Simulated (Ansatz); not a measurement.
**MgF2 from LDA upwards**

The starting cell is an entry of the Crystallography Open Database (1956):

```yaml
crystal:
  lattice:
    - [4.62500, 0.00000, 0.00000]
    - [0.00000, 4.62500, 0.00000]
    - [0.00000, 0.00000, 3.05200]
  atoms:
    - { symbol: Mg, position: [0.00000, 0.00000, 0.00000] }
    - { symbol: Mg, position: [0.50000, 0.50000, 0.50000] }
    - { symbol: F, position: [0.30300, 0.30300, 0.00000] }
    - { symbol: F, position: [0.19700, 0.80300, 0.50000] }
    - { symbol: F, position: [0.69700, 0.69700, 0.00000] }
    - { symbol: F, position: [0.80300, 0.19700, 0.50000] }
```

Atoms and cell were relaxed at zero pressure with plane-wave PAW DFT (Ansatz 0.2.0; one set of PAW datasets, made under PBE, for all functionals; 420 eV, r2SCAN 500 eV; 6×6×8 Γ-centred mesh, fermi-dirac occupations of width 0.020 eV; no spin polarisation, no spin-orbit coupling, no dispersion correction), keeping the symmetry (P4_2/mnm, No. 136).

Q: What cells and energies do LDA, PBEsol, PBE, r2SCAN give?

A: The relaxed conventional cells:

```csv
functional,a (Å),c (Å),volume (Å³/atom),formation energy (eV/atom)
LDA,4.557,3.013,10.43,-3.775
PBEsol,4.640,3.063,10.99,-3.532
PBE,4.699,3.094,11.38,-3.518
r2SCAN,4.626,3.049,10.88,-3.828
the entry,4.625,3.052,10.88,–
```

LDA gives the smallest volume and PBE the largest, 9.1 % more, the usual order, since LDA overbinds and PBE's gradient terms loosen the lattice. Against the entry's volume: LDA -4.1 %, PBEsol +1.0 %, PBE +4.6 %, r2SCAN -0.0 %. No verdict is drawn from this: the entry is old or was flagged in a check, so the entry may be off as well as the functionals. The formation energies span 0.31 eV an atom, lowest under r2SCAN.

Caveats: each relaxation keeps the start's symmetry, so a distorted cell may lie lower; computed cells are at 0 K with fixed nuclei, while the entry holds thermal expansion, often some tenths of a per cent in volume and more in soft crystals; formation energies are at zero smearing against the elements' usual phases under the same functional, gases as free molecules, uncorrected.
